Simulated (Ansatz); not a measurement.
## TaN under changes of volume

One of the cells (10.776 Å³/atom); the others are scaled copies at fixed shape and fractional positions:

```xyz
2
Lattice="2.9380 0.0000 0.0000 -1.4690 2.5444 0.0000 0.0000 0.0000 2.8830" Properties=species:S:1:pos:R:3 pbc="T T T"
Ta    0.0000    0.0000    1.4415
N     1.4690    0.8481    0.0000
```

- Program: Ansatz 0.2.0
- Functional: PBEsol
- Potentials or basis: Ansatz PAW
- Cutoff: 420 eV (not typed: the program's choice for these potentials)
- k mesh: 10 × 10 × 9
- Occupations: fermi-dirac, width 0.05 eV
- Spin: no spin polarisation

```tsv
volume (Å³/atom)	energy over the lowest point (meV/atom)	pressure (GPa)
10.129	28.45	19.4
10.345	8.48	10.4
10.560	0.00	2.4
10.776	1.75	-4.9
10.991	?	?
11.207	32.03	-17.2
11.422	58.73	-22.4
```

Task: What does the run at 10.991 Å³/atom give?

Result: Energy over the lowest point 12.76 meV/atom; pressure -11.4 GPa.

Worked out: A Birch-Murnaghan fit of order 3 (a polynomial in V^(-2/3)) to the other rows has its minimum at 10.63 Å³/atom with B0 = V·E''(V) = 363 GPa and B' = 4.2 at fixed shape and positions, which overstates the stiffness. It gives 12.70 meV/atom at 10.991 Å³/atom, against the run's 12.76, and -dE/dV = -11.4 GPa, against -11.4.

Energies are extrapolated to zero smearing.

Caveats: the PAW data sets come from PBE, with cores solved anew for the run's functional, which leaves a small shift of forces and pressure.
